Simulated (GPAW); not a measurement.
# KCl (Sylvite) (Fm-3m) in GPAW: settings compared, part 2 of 2

GPAW 26.7.0. Earlier steps stand in the parts before.

## (4) Equation of state, M06-L

File run.py:

```python
import spglib
from ase import Atoms
from ase.eos import EquationOfState
from ase.io import Trajectory, read
from ase.units import GPa
from gpaw import GPAW, PW

atoms = read('KCl.cif')
cell, positions, numbers = spglib.find_primitive(
    (atoms.cell[:], atoms.get_scaled_positions(), atoms.numbers), symprec=1e-4)
atoms = Atoms(numbers, cell=cell, scaled_positions=positions, pbc=True)

traj = Trajectory('eos.traj', 'w')
volumes, energies = [], []
for x in [0.94, 0.96, 0.98, 1.0, 1.02, 1.04, 1.06]:
    a = atoms.copy()
    a.set_cell(atoms.cell * x**(1 / 3), scale_atoms=True)
    calc = GPAW(mode=PW(600),
                xc='M06-L',
                kpts={'size': (7, 7, 7), 'gamma': True},
                occupations={'name': 'fermi-dirac', 'width': 0.05},
                nbands=16,
                convergence={'density': 1e-05, 'energy': 1e-05},
                maxiter=150,
                txt=f'eos-{x:.2f}.txt')
    a.calc = calc
    energies.append(a.get_potential_energy(force_consistent=True))
    volumes.append(a.get_volume())
    p = -a.get_stress()[:3].mean() / GPa
    calc.write(f'eos-{x:.2f}.gpw')
    traj.write(a)
    print(f'{x:.2f} {volumes[-1]:10.4f} A^3 {energies[-1]:14.6f} eV {p:9.3f} GPa', flush=True)

v0, e0, B = EquationOfState(volumes, energies, eos='birchmurnaghan').fit()
print(f'V0 = {v0:.4f} A^3, E0 = {e0:.6f} eV, B0 = {B / GPa:.2f} GPa')
```

File KCl.cif:

```cif
data_KCl
_cell_length_a 6.29294000
_cell_length_b 6.29294000
_cell_length_c 6.29294000
_cell_angle_alpha 90.00000000
_cell_angle_beta 90.00000000
_cell_angle_gamma 90.00000000
_space_group_name_H-M_alt 'Fm-3m'
_space_group_name_Hall '-F 4 2 3'
_space_group_IT_number 225
loop_
_space_group_symop_operation_xyz
'x,y,z'
'-x,-y,-z'
'-y,x,z'
'y,-x,-z'
'-x,-y,z'
'x,y,-z'
'y,-x,z'
'-y,x,-z'
'x,-y,-z'
'-x,y,z'
'-y,-x,-z'
'y,x,z'
'-x,y,-z'
'x,-y,z'
'y,x,-z'
'-y,-x,z'
'z,x,y'
'-z,-x,-y'
'z,-y,x'
'-z,y,-x'
'z,-x,-y'
'-z,x,y'
'z,y,-x'
'-z,-y,x'
'-z,x,-y'
'z,-x,y'
'-z,-y,-x'
'z,y,x'
'-z,-x,y'
'z,x,-y'
'-z,y,x'
'z,-y,-x'
'y,z,x'
'-y,-z,-x'
'x,z,-y'
'-x,-z,y'
'-y,z,-x'
'y,-z,x'
'-x,z,y'
'x,-z,-y'
'-y,-z,x'
'y,z,-x'
'-x,-z,-y'
'x,z,y'
'y,-z,-x'
'-y,z,x'
'x,-z,y'
'-x,z,-y'
'x,y+1/2,z+1/2'
'-x,-y+1/2,-z+1/2'
'-y,x+1/2,z+1/2'
'y,-x+1/2,-z+1/2'
[... 63 lines left out ...]
'-z+1/2,y,-x+1/2'
'z+1/2,-x,-y+1/2'
'-z+1/2,x,y+1/2'
'z+1/2,y,-x+1/2'
'-z+1/2,-y,x+1/2'
'-z+1/2,x,-y+1/2'
'z+1/2,-x,y+1/2'
'-z+1/2,-y,-x+1/2'
'z+1/2,y,x+1/2'
'-z+1/2,-x,y+1/2'
'z+1/2,x,-y+1/2'
'-z+1/2,y,x+1/2'
'z+1/2,-y,-x+1/2'
'y+1/2,z,x+1/2'
'-y+1/2,-z,-x+1/2'
'x+1/2,z,-y+1/2'
'-x+1/2,-z,y+1/2'
'-y+1/2,z,-x+1/2'
'y+1/2,-z,x+1/2'
'-x+1/2,z,y+1/2'
'x+1/2,-z,-y+1/2'
'-y+1/2,-z,x+1/2'
'y+1/2,z,-x+1/2'
'-x+1/2,-z,-y+1/2'
'x+1/2,z,y+1/2'
'y+1/2,-z,-x+1/2'
'-y+1/2,z,x+1/2'
'x+1/2,-z,y+1/2'
'-x+1/2,z,-y+1/2'
'x+1/2,y+1/2,z'
'-x+1/2,-y+1/2,-z'
'-y+1/2,x+1/2,z'
'y+1/2,-x+1/2,-z'
'-x+1/2,-y+1/2,z'
'x+1/2,y+1/2,-z'
'y+1/2,-x+1/2,z'
'-y+1/2,x+1/2,-z'
'x+1/2,-y+1/2,-z'
'-x+1/2,y+1/2,z'
'-y+1/2,-x+1/2,-z'
'y+1/2,x+1/2,z'
'-x+1/2,y+1/2,-z'
'x+1/2,-y+1/2,z'
'y+1/2,x+1/2,-z'
'-y+1/2,-x+1/2,z'
'z+1/2,x+1/2,y'
'-z+1/2,-x+1/2,-y'
'z+1/2,-y+1/2,x'
'-z+1/2,y+1/2,-x'
'z+1/2,-x+1/2,-y'
'-z+1/2,x+1/2,y'
'z+1/2,y+1/2,-x'
'-z+1/2,-y+1/2,x'
'-z+1/2,x+1/2,-y'
'z+1/2,-x+1/2,y'
'-z+1/2,-y+1/2,-x'
'z+1/2,y+1/2,x'
'-z+1/2,-x+1/2,y'
'z+1/2,x+1/2,-y'
'-z+1/2,y+1/2,x'
'z+1/2,-y+1/2,-x'
'y+1/2,z+1/2,x'
'-y+1/2,-z+1/2,-x'
'x+1/2,z+1/2,-y'
'-x+1/2,-z+1/2,y'
'-y+1/2,z+1/2,-x'
'y+1/2,-z+1/2,x'
'-x+1/2,z+1/2,y'
'x+1/2,-z+1/2,-y'
'-y+1/2,-z+1/2,x'
'y+1/2,z+1/2,-x'
'-x+1/2,-z+1/2,-y'
'x+1/2,z+1/2,y'
'y+1/2,-z+1/2,-x'
'-y+1/2,z+1/2,x'
'x+1/2,-z+1/2,y'
'-x+1/2,z+1/2,-y'
loop_
_atom_site_label
_atom_site_type_symbol
_atom_site_symmetry_multiplicity
_atom_site_Wyckoff_symbol
_atom_site_fract_x
_atom_site_fract_y
_atom_site_fract_z
_atom_site_occupancy
K1 K 4 a 0.0000000000 0.0000000000 0.0000000000 1
Cl1 Cl 4 b 0.5000000000 0.0000000000 0.0000000000 1
```

Potentials or basis: GPAW PAW data sets (gpaw-data 1.2.1), pw.

On the command line:

```console
$ OMP_NUM_THREADS=1 python run.py
```

The log of the run:

```text
__  _  _
 | _ |_)|_||  |
 |__||  | ||/\| - 26.7.0

Input parameters:
  mode=PW(ecut=600.0),
  convergence={'density': 1e-05, 'energy': 1e-05},
  kpts=MonkhorstPack(size=(7, 7, 7), gamma=True),
  maxiter=150,
  nbands=16,
  occupations=Occupations(name='fermi-dirac', width=0.05),
  xc=XC(name='M06-L')

Diagonalizing LCAO Hamiltonian
Converting LCAO to pw mode

                Cl

       K

Atoms  # Å, Bohr magnetons
|   | symbol |        x |        y |        z |    initial magnetic moments |
|---|--------|----------|----------|----------|-----------------------------|
| 0 |      K | 0.000000 | 0.000000 | 0.000000 | ( 0.0000,  0.0000,  0.0000) |
| 1 |     Cl | 3.082238 | 3.082238 | 3.082238 | ( 0.0000,  0.0000,  0.0000) |

Unit cell  # Å
| periodic |        x |        y |        z |  lengths |    angles |
|----------|----------|----------|----------|----------|-----------|
|      yes | 0.000000 | 3.082238 | 3.082238 | 4.358943 | 60.000000 |
|      yes | 3.082238 | 0.000000 | 3.082238 | 4.358943 | 60.000000 |
|      yes | 3.082238 | 3.082238 | 0.000000 | 4.358943 | 60.000000 |

Number of symmetries: 48
Symmetry operations  # r_c * U_cc + t_c -> r_c
|    | kind |            matrix            |
|----|------|------------------------------|
|  0 |  σ   |  1, 0, 0,  1, 0,-1,  1,-1, 0 |
|  1 |  C2  |  1, 0, 0,  1,-1, 0,  1, 0,-1 |
|  2 |  E   |  1, 0, 0,  0, 1, 0,  0, 0, 1 |
|  3 |  σ   |  1, 0, 0,  0, 0, 1,  0, 1, 0 |
|  4 |  C4  |  1, 0,-1,  1, 0, 0,  1,-1, 0 |
|  5 |  S6  |  1, 0,-1,  1,-1, 0,  1, 0, 0 |
|  6 |  σ   |  1, 0,-1,  0, 1,-1,  0, 0,-1 |
|  7 |  C3  |  1, 0,-1,  0, 0,-1,  0, 1,-1 |
|  8 |  S6  |  1,-1, 0,  1, 0, 0,  1, 0,-1 |
|  9 |  C4  |  1,-1, 0,  1, 0,-1,  1, 0, 0 |
| 10 |  C3  |  1,-1, 0,  0,-1, 1,  0,-1, 0 |
| 11 |  σ   |  1,-1, 0,  0,-1, 0,  0,-1, 1 |
| 12 |  σ   |  0, 1, 0,  1, 0, 0,  0, 0, 1 |
| 13 |  C4  |  0, 1, 0,  0, 1,-1, -1, 1, 0 |
| 14 |  C3  |  0, 1, 0,  0, 0, 1,  1, 0, 0 |
| 15 |  S6  |  0, 1, 0, -1, 1, 0,  0, 1,-1 |
| 16 |  C2  |  0, 1,-1,  1, 0,-1,  0, 0,-1 |
| 17 |  σ   |  0, 1,-1,  0, 1, 0, -1, 1, 0 |
| 18 |  S4  |  0, 1,-1,  0, 0,-1,  1, 0,-1 |
| 19 |  C4  |  0, 1,-1, -1, 1, 0,  0, 1, 0 |
| 20 |  C3  |  0, 0, 1,  1, 0, 0,  0, 1, 0 |
| 21 |  σ   |  0, 0, 1,  0, 1, 0,  1, 0, 0 |
| 22 |  S6  |  0, 0, 1,  0,-1, 1, -1, 0, 1 |
| 23 |  C4  |  0, 0, 1, -1, 0, 1,  0,-1, 1 |
| 24 |  S4  |  0, 0,-1,  1, 0,-1,  0, 1,-1 |
| 25 |  C3  |  0, 0,-1,  0, 1,-1,  1, 0,-1 |
| 26 |  C2  |  0, 0,-1,  0,-1, 0, -1, 0, 0 |
| 27 |  S6  |  0, 0,-1, -1, 0, 0,  0,-1, 0 |
| 28 |  S4  |  0,-1, 1,  1,-1, 0,  0,-1, 0 |
| 29 |  C4  |  0,-1, 1,  0, 0, 1, -1, 0, 1 |
| 30 |  C2  |  0,-1, 1,  0,-1, 0,  1,-1, 0 |
| 31 |  σ   |  0,-1, 1, -1, 0, 1,  0, 0, 1 |
| 32 |  C3  |  0,-1, 0,  1,-1, 0,  0,-1, 1 |
| 33 |  S6  |  0,-1, 0,  0, 0,-1, -1, 0, 0 |
| 34 |  S4  |  0,-1, 0,  0,-1, 1,  1,-1, 0 |
| 35 |  C2  |  0,-1, 0, -1, 0, 0,  0, 0,-1 |
| 36 |  C2  | -1, 1, 0,  0, 1, 0,  0, 1,-1 |
| 37 |  S6  | -1, 1, 0,  0, 1,-1,  0, 1, 0 |
| 38 |  S4  | -1, 1, 0, -1, 0, 1, -1, 0, 0 |
| 39 |  C3  | -1, 1, 0, -1, 0, 0, -1, 0, 1 |
| 40 |  S6  | -1, 0, 1,  0, 0, 1,  0,-1, 1 |
| 41 |  C2  | -1, 0, 1,  0,-1, 1,  0, 0, 1 |
| 42 |  C3  | -1, 0, 1, -1, 1, 0, -1, 0, 0 |
| 43 |  S4  | -1, 0, 1, -1, 0, 0, -1, 1, 0 |
| 44 |  C2  | -1, 0, 0,  0, 0,-1,  0,-1, 0 |
| 45 |  i   | -1, 0, 0,  0,-1, 0,  0, 0,-1 |
| 46 |  σ   | -1, 0, 0, -1, 1, 0, -1, 0, 1 |
| 47 |  C2  | -1, 0, 0, -1, 0, 1, -1, 1, 0 |

BZ-sampling:
  Number of BZ points: 343
  Number of IBZ points: 20

  Monkhorst-Pack size: [7, 7, 7]
  Monkhorst-Pack shift: [0, 0, 0]

K-points  # in reciprocal-cell coordinates
|     |                                coordinates |     weight |
|-----|--------------------------------------------|------------|
|   0 | (  0.00000000,   0.00000000,   0.00000000) | 0.00291545 |
|   1 | (  0.14285714,   0.14285714,   0.00000000) | 0.01749271 |
|   2 | (  0.14285714,   0.14285714,   0.14285714) | 0.02332362 |
|   3 | (  0.28571429,   0.14285714,   0.14285714) | 0.03498542 |
|   4 | (  0.28571429,   0.28571429,   0.00000000) | 0.01749271 |
|   5 | (  0.28571429,   0.28571429,   0.14285714) | 0.06997085 |
|   6 | (  0.28571429,   0.28571429,   0.28571429) | 0.02332362 |
|   7 | (  0.42857143,  -0.28571429,  -0.28571429) | 0.03498542 |
|   8 | (  0.42857143,   0.28571429,  -0.42857143) | 0.13994169 |
|   9 | (  0.42857143,   0.28571429,  -0.28571429) | 0.06997085 |
| ... |                                            |            |
|  19 | (  0.42857143,   0.42857143,   0.42857143) | 0.02332362 |

Plane wave coefficients: 1968
Cutoff: 600.0 eV

Spin-components: 1 (collinear spins)
Bands:           16
Projectors:      10
Spin-degeneracy: 2
Datatype:        complex128

Parallelization:
  kpt:    1
  domain: 1
  band:   1

Density:
  Valence electrons: 16.0
  Components: 1
  Grid points: [25 25 25]
  Charge: 0.0  # |e|

Potential:
  Grid points: [25 25 25]

species:
  K:
    name:    Potassium
    Z:       19.0
    valence: 9
    core:    10
    charge:  0.0  # [|e|]
    compensation charges:
      type: gauss
      rc: 0.35  # [Å]
      lmax: 2
    cutoffs:
      filter: 1.91  # [Å]
      core: 1.27  # [Å]
    projectors
    | kind |    occ | energy [eV] | rcut [Å] |
    |------|--------|-------------|----------|
    |   3s |  2.000 |     -35.338 |    1.122 |
    |   4s |  1.000 |      -2.319 |    1.122 |
    |   3p |  6.000 |     -18.813 |    1.106 |
    |    p |        |       8.398 |    1.106 |
    |    d |        |       0.000 |    0.937 |

    Using partial waves for K as LCAO basis

  Cl:
    name:    Chlorine
    Z:       17.0
    valence: 7
    core:    10
    charge:  0.0  # [|e|]
    compensation charges:
      type: gauss
      rc: 0.25  # [Å]
      lmax: 2
    cutoffs:
      filter: 1.40  # [Å]
      core: 1.49  # [Å]
    projectors
    | kind |    occ | energy [eV] | rcut [Å] |
    |------|--------|-------------|----------|
    |   3s |  2.000 |     -20.689 |    0.794 |
    |   3p |  5.000 |      -8.594 |    0.794 |
    |    s |        |       6.523 |    0.794 |
    |    p |        |      18.617 |    0.794 |
    |    d |        |       0.000 |    0.794 |

    Using partial waves for Cl as LCAO basis

Reference energy: -28937.202614  # eV

eigensolver:
  PPCG
  Converge bands: occupied
  niter=2

density mixing:
  MSR1-Mixer
  Pratt-step length: 0.05
  Maximum mixing coefficient: 0.75
  Old densities: 10
  SVD Regularization: 0.005
  Good broyden scale: 1.0
  Trust region scale: 1.0
  Backstep threshold: 4.0
  History deletion threshold: 6.0
  Fourier metric: weight=20.0, sigma=0.015

occupation numbers:
  Fermi-Dirac:
    width: 0.0500  # eV

poisson solver:
  ecut: 4800.0  # eV

xc functional:
  name: M06-L with 2 nearest neighbor stencil

convergence criteria:
- Maximum integral of absolute [dens]ity change: 1e-05 electrons / valence electron
- Maximum [total energy] change in last 3 cyles: 1e-05 eV / valence electron
- Maximum integral of absolute [eigenst]ate change: 4e-08 eV^2 / valence electron
maximum number of iterations: 150

SCF iterations
|iter     | |      energy | eigst |  dens |
|---------|-|-------------|-------|-------|
|iter:   1| |  162.182514 | +4.49 |       |
|iter:   2| |-9664.797135 | +5.22 | -0.34 |
|iter:   3| |  147.337244 | +2.57 | -0.17 |
|iter:   4| |  -16.470975 | +1.60 | -0.45 |
|iter:   5| |  -18.274028 | -0.64 | -0.68 |
|iter:   6| |  -17.644899 | -1.41 | -0.77 |
|iter:   7| |  -17.293965 | -1.41 | -0.94 |
|iter:   8| |  -17.333008 | -1.71 | -1.24 |
|iter:   9| |  -17.392001 | -2.02 | -1.48 |
|iter:  10| |  -17.460117 | -1.74 | -1.40 |
|iter:  11| |  -17.509555 | -1.97 | -1.80 |
|iter:  12| |  -17.545805 | -1.95 | -2.08 |
|iter:  13| |  -17.550158 | -2.47 | -2.11 |
|iter:  14| |  -17.541514 | -2.79 | -2.13 |
|iter:  15| |  -17.548763 | -2.32 | -2.38 |
|iter:  16| |  -17.552024 | -1.95 | -2.49 |
|iter:  17| |  -17.545620 | -3.00 | -2.69 |
|iter:  18| |  -17.544982 | -2.94 | -3.16 |
|iter:  19| |  -17.543972 | -3.79 | -3.53 |
|iter:  20| |  -17.544055 | -4.38 | -3.91 |
|iter:  21| |  -17.543938c| -4.07 | -4.05 |
|iter:  22| |  -17.543927c| -5.11 | -4.69 |
|iter:  23| |  -17.543920c| -5.93 | -4.92 |
|iter:  24| |  -17.543918c| -6.57 | -5.20c|
|iter:  25| |  -17.543918c| -7.68c| -5.33c|

Converged in 25 steps
Energy contributions relative to reference atoms: (reference = -28937.202614)

Energy contributions:
  Kinetic:          -4.715401
  Coulomb:           6.491050
  Zero:             -1.003201
  External:          0.000000
  Xc:              -18.316366
  Entropy:          -0.000000
  Spinorbit:         0.000000
  ----------------------------
  Free energy:     -17.543918
  Extrapolated:    -17.543918

dipole moment: (-22.472775, -22.472775, -22.472775)  # |e|*Ang

Fermi level: 3.105
Eigenvalues  # (at kpt = [0.000, 0.000, 0.000])
| band index |      eig [eV] | occ [0-2] |
|------------|---------------|-----------|
|          0 |       -28.756 |     2.000 |
|          1 |       -13.283 |     2.000 |
|          2 |       -11.216 |     2.000 |
|          3 |       -11.216 |     2.000 |
|          4 |       -11.216 |     2.000 |
|          5 |        -0.420 |     2.000 |
[... 8 lines left out ...]
|         14 |        12.603 |     0.000 |
|         15 |        16.482 |     0.000 |

Gap: 6.594 eV
Transition (v -> c):
  (s=0, k=0, n=7, [0.00, 0.00, 0.00]) -> (s=0, k=0, n=8, [0.00, 0.00, 0.00])
No difference between direct/indirect transitions

Stress tensor  # eV/Ang^3
|         x |         y |         z |
|-----------|-----------|-----------|
| -0.007537 | -0.000000 | -0.000000 |
| -0.000000 | -0.007537 | -0.000000 |
| -0.000000 | -0.000000 | -0.007537 |

# Writing to eos-0.94.gpw (mode='')
```

It took 11 min on 1 thread of Arm Neoverse V2, shared host; peak memory 0.65 GiB.

What came out:

```yaml
Equilibrium_volume: "31.17 Å³/atom (rough: see the caveat)"
Bulk_modulus: 17.6 GPa (rough)
```

Energy against volume, from the lowest point:
```csv
volume (Å³/atom),energy (meV/atom)
29.282,7.46
29.905,3.13
30.528,0.64
31.151,0.00
31.774,0.53
32.397,2.26
33.020,5.00
```

Caveat: the fit is doubtful: noisy points or a state that changes with volume; the points scatter about the fit; the PAW data sets were made with another functional, which shifts forces and pressure a little.
